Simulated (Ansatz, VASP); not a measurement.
Ti in VASP and in Ansatz

INCAR

```
ALGO = Normal
EDIFF = 1E-6
ENCUT = 520
GGA = CA
ISIF = 2
ISMEAR = -1
LASPH = T
LCHARG = F
LREAL = F
LWAVE = F
NBANDS = 12
NELM = 60
PREC = Accurate
SIGMA = 0.1
```

Contents of KPOINTS:

```
k-points
0
Gamma
  16 16 16
```

The input POSCAR:

```
Ti
1.0
   -1.5629775523      1.5629775523      1.5629775523
    1.5629775523     -1.5629775523      1.5629775523
    1.5629775523      1.5629775523     -1.5629775523
Ti
1
Direct
    0.0000000000      0.0000000000      0.0000000000
```

Input for Ansatz:

```yaml
crystal:
  lattice:
    - [-1.5629775523, 1.5629775523, 1.5629775523]
    - [1.5629775523, -1.5629775523, 1.5629775523]
    - [1.5629775523, 1.5629775523, -1.5629775523]
  atoms:
    - { symbol: Ti, position: [0.0, 0.0, 0.0] }
hamiltonian:
  xc: lda
  pseudopotentials:
    kind: paw
    azcp:
      Ti: "pseudopotentials/Ti.paw.azcp"
basis:
  ecutwfc: 420
  fft_grid_basis: typed
kpoints:
  mp_grid: { grid: [16, 16, 16], shift: [0, 0, 0] }
magnetization:
  spin_polarized: false
scf:
  occupations: { method: fermi_dirac, width: 0.1 }
  lower_state_search: "off"
output:
  stress: true
  write_density: true
  write_potential: true
  elf: true
  volumetric_format: npy
```

Alike in both runs: task single point; functional LDA; k mesh 16 × 16 × 16; occupations fermi-dirac, width 0.1 eV; no spin polarisation.

```csv
,VASP,Ansatz
version,VASP 6.6.1,Ansatz 0.2.0
potentials or method,"VASP PAW LDA potentials, release 64 (Ti_sv)","plane waves (420 eV) with PAW, scalar-relativistic"
plane-wave cutoff (eV),520,420
valence electrons in the cell,12,12
```

|  | VASP | Ansatz | Ansatz less VASP |
| --- | --- | --- | --- |
| pressure (GPa) | 5.0 | 5.1 | +0.18 |

Ansatz warned: «pseudo_functional_mismatch».
